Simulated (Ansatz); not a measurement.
AlN built on the zincblende prototype, relaxed with r2SCAN in the PAW code Ansatz. The symmetry is F-43m (No. 216, cubic); conventional cell a = 4.370 Å, 10.43 Å³ an atom. Al is surrounded by 4 N at 1.89 Å; N is surrounded by 4 Al at 1.89 Å.

The axes x, y and z are those of this cell:
```
Al N
1.0
     0.00000    2.18488    2.18488
     2.18488    0.00000    2.18488
     2.18488    2.18488    0.00000
Al N
1 1
Direct
  0.00000 0.00000 0.00000
  0.25000 0.25000 0.25000
```

Unstrained: The PBE gap is indirect, 3.325 eV (Γ to X), below the direct gap of 4.176 eV at Γ. The r2SCAN gap is indirect, 3.941 eV (Γ to X), below the direct gap of 4.842 eV at Γ. The HSE06 gap is indirect, 4.552 eV (Γ to X), below the direct gap of 5.547 eV at Γ. Meshes: PBE 10×10×10, r2SCAN 10×10×10, HSE06 8×8×8. Strains are changes of length per length. After each strain the atoms were relaxed again with r2SCAN within the symmetry that the strain leaves, so tilts or polar shifts that break it weren't tested; points keep the names that they have in the unstrained zone. (Simulation; spin polarisation is off.)

Task: Estimate what biaxial +3.9 % in x and y, z held does to the gap.

Result: PBE: the gap goes from 3.325 to 3.090 eV (-0.235 eV); with r2SCAN the top three valence levels at Γ, degenerate before, become 1+2 from the top over 149 meV. r2SCAN: the gap goes from 3.941 to 3.677 eV (-0.264 eV). HSE06: the gap goes from 4.552 to 4.275 eV (-0.277 eV). The r2SCAN energy rises by 43.1 meV an atom.

Task: Estimate what epitaxial -3.24 % in the xy plane, free normal strain +3.15 % does to the gap.

Result: PBE: the gap goes from 3.325 to 3.125 eV (-0.200 eV); the edges go from Γ → X to Γ–K (0.28) → X; with r2SCAN the top three valence levels at Γ, degenerate before, become 2+1 from the top over 314 meV. r2SCAN: the gap goes from 3.941 to 3.743 eV (-0.198 eV); the edges go from Γ → X to Γ–K (0.28) → X. HSE06: the gap goes from 4.552 to 4.361 eV (-0.191 eV); the edges go from Γ → X to Γ–K (0.28) → X. The r2SCAN energy rises by 22.6 meV an atom.

Task: One strain changed the r2SCAN stress by xx +1.45, yy +0.77, zz +0.77 GPa (compression positive) and the gap by -0.024 eV (PBE), -0.024 eV (r2SCAN), -0.023 eV (HSE06). Which kind of strain was it, and roughly how large?

Result: Uniaxial -0.47 % along x, other directions held. The pattern of the stress gives the kind; the size needs the stiffness, so it is an estimate.

Where an edge lies off the special points, it is a point of the mesh or the k point where a search put PBE's edge or least direct gap, reused for the other functionals, whose own edges may lie a little apart.

The meshes of the hybrids are coarse, so their gaps aren't converged to the digits shown.

The splittings at Γ are without spin-orbit coupling, which regroups them where it is of like size or larger.
